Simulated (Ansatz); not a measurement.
WS2 under changes of volume

One of the cells (18.245 Å³/atom); the others are scaled copies at fixed shape and fractional positions:

```xyz
6
Lattice="3.1800 0.0000 0.0000 -1.5900 2.7540 0.0000 0.0000 0.0000 12.5000" Properties=species:S:1:pos:R:3 pbc="T T T"
W     0.0000    1.8360    3.1250
W     1.5900    0.9180    9.3750
S     0.0000    1.8360    7.7500
S     1.5900    0.9180    1.5000
S     0.0000    1.8360   11.0000
S     1.5900    0.9180    4.7500
```

```yaml
Program: Ansatz 0.2.0
Functional: PBE
Potentials_or_basis: all-electron LAPW, scalar-relativistic
Cutoff: 271 eV (chosen from the basis error)
Basis_error_allowed: 0.001 eV/atom
k_mesh: 10 × 10 × 3
Occupations: fermi-dirac, width 0.05 eV
Spin: no spin polarisation
```

```tsv
volume (Å³/atom)	energy over the lowest point (meV/atom)	pressure (GPa)	gap on the mesh (eV)	largest force (eV/Å)
17.150	?	?	?	?
17.515	2.47	2.8	1.03	0.413
17.880	0.00	-0.6	1.06	0.746
18.245	4.84	-3.6	1.07	1.052
18.610	16.24	-6.3	1.09	1.334
18.975	33.49	-8.8	1.10	1.594
19.340	56.00	-10.9	1.11	1.833
```

**Question.** What does the run at 17.150 Å³/atom give?

**Answer.** Energy over the lowest point 13.11 meV/atom; pressure 6.6 GPa; gap on the mesh 1.01 eV; largest force 0.053 eV/Å.

Worked out: A Birch-Murnaghan fit of order 3 (a polynomial in V^(-2/3)) to the other rows has its minimum at 17.81 Å³/atom with B0 = V·E''(V) = 160 GPa and B' = 4.4 at fixed shape and positions, which overstates the stiffness. It gives 13.12 meV/atom at 17.150 Å³/atom, against the run's 13.11, and -dE/dV = 6.6 GPa, against 6.6. A straight line through the other rows of the gap, of slope 0.78 eV per unit of ln V, extrapolates to 1.02 eV, against the run's 1.01.

Energies are extrapolated to zero smearing.

Caveats: spin-orbit coupling is left out, which moves the levels of the heavy elements; an odd mesh through Γ misses points on the zone boundary, where band edges often lie; this functional lacks dispersion, which binds the layers, so the pressure and a relaxed spacing across them are unreliable; forces of over 1 eV/Å show positions far from the minimum, so gaps and moduli don't describe the material at rest (some runs).

The runs don't all hold the same shells in valence.
